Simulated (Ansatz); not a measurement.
## Response to strain in ZnTe

Start from ZnTe in the zinc blende structure (space group F-43m, No. 216; a = 6.066 Å). Axes: x, y, z lie along the cube axes.

Strains are applied to the cell and any free atomic positions relax; under biaxial strain the out-of-plane vector relaxes too.

Computed with PBEsol (Ansatz, a first-principles code; PAW; 420 eV plane waves; no spin-orbit coupling).

Notes on the quantities. energy relative to the base: free energy F; pressure: mean of the normal stresses, compression positive.

| case | energy relative to the base | pressure | space group | band gap | volume per atom |
|---|---|---|---|---|---|
| base | 0 meV/atom | 0.00 GPa | F-43m (No. 216) | 1.24 eV | 27.90 Å³ |
| biaxial strain +2.56 %, plane normal [001], relaxed out of plane | ? | -1.04 GPa | I-4m2 (No. 119) | 1.00 eV | 28.49 Å³ |
| biaxial strain +1.93 %, plane normal [110], relaxed out of plane | +6.1 meV/atom | -1.21 GPa | Imm2 (No. 44) | ? | 28.62 Å³ |
| biaxial strain −2.46 %, plane normal [111], relaxed out of plane | +12 meV/atom | 1.85 GPa | R3m (No. 160) | 1.26 eV | 26.96 Å³ |
| biaxial strain −2.35 %, plane normal [111], relaxed out of plane | +11 meV/atom | 1.78 GPa | R3m (No. 160) | 1.26 eV | ? |
| isotropic strain −2.62 % | +30 meV/atom | 4.83 GPa | F-43m (No. 216) | ? | 25.76 Å³ |
| isotropic strain +2.12 % | +16 meV/atom | -2.73 GPa | F-43m (No. 216) | 0.95 eV | 29.71 Å³ |
| uniaxial strain ε_xx = −2.72 % | +4.7 meV/atom | 1.47 GPa | I-4m2 (No. 119) | 1.30 eV | 27.14 Å³ |
| uniaxial strain ε_zz = −2.75 % | +4.8 meV/atom | 1.49 GPa | I-4m2 (No. 119) | 1.30 eV | 27.13 Å³ |
| tensor shear ε_yz = +0.73 % | +0.6 meV/atom | 0.01 GPa | Imm2 (No. 44) | 1.19 eV | 27.90 Å³ |

Q: What belongs in the blanks?

A: 
- biaxial strain +2.56 %, plane normal [001], relaxed out of plane, energy relative to the base: +7.1 meV/atom
- biaxial strain +1.93 %, plane normal [110], relaxed out of plane, band gap: 0.98 eV
- biaxial strain −2.35 %, plane normal [111], relaxed out of plane, volume per atom: 27.00 Å³
- isotropic strain −2.62 %, band gap: 1.63 eV

A biaxial case was relaxed in a doubled cell and then solved in the primitive one. With Te present, leaving out spin-orbit coupling can change the band edges. Stability against distortions was not tested.
